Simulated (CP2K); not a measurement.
The system is Si2Mo.

```xyz
3
Lattice="4.5353 0.0000 0.0000 2.2774 3.9220 0.0000 -3.4064 -1.9610 2.2627" Properties=species:S:1:pos:R:3 pbc="T T T"
Mo    0.0000    0.0000    0.0000
Si    4.5441    2.6160    0.0000
Si    2.2686    1.3060    0.0000
```

Base run:

```yaml
Program: CP2K 2026.2
Functional: PBE
Potentials_or_basis: GTH_POTENTIALS Mo GTH-BLYP-q14, Si GTH-BLYP-q4; DZVP-MOLOPT-SR-GTH basis
Density_cutoff: 6123 eV
k_mesh: 12 × 12 × 12
Occupations: fermi-dirac, width 0.05 eV
Spin: no spin polarisation
```

Its results: band gap on the k mesh none (metal or under the smearing width); pressure 3.2 GPa; largest force 0.269 eV/Å.

**Question.** The run is repeated on the same cell with these changes: potentials or basis from GTH_POTENTIALS Mo GTH-BLYP-q14, Si GTH-BLYP-q4; DZVP-MOLOPT-SR-GTH basis to GTH_POTENTIALS Mo GTH-PADE-q14, Si GTH-PADE-q4; DZVP-MOLOPT-SR-GTH basis; potentials from Mo GTH-BLYP-q14 of GTH_POTENTIALS, Si GTH-BLYP-q4 of GTH_POTENTIALS to Mo GTH-PADE-q14 of GTH_POTENTIALS, Si GTH-PADE-q4 of GTH_POTENTIALS. What comes out?

**Answer.** Band gap on the k mesh none (metal or under the smearing width); pressure -2.2 GPa; largest force 0.255 eV/Å.

Caveats: the potentials were made for another functional, which shifts forces and pressure; the basis of atomic orbitals isn't converged, which shifts pressures, moduli and gaps.
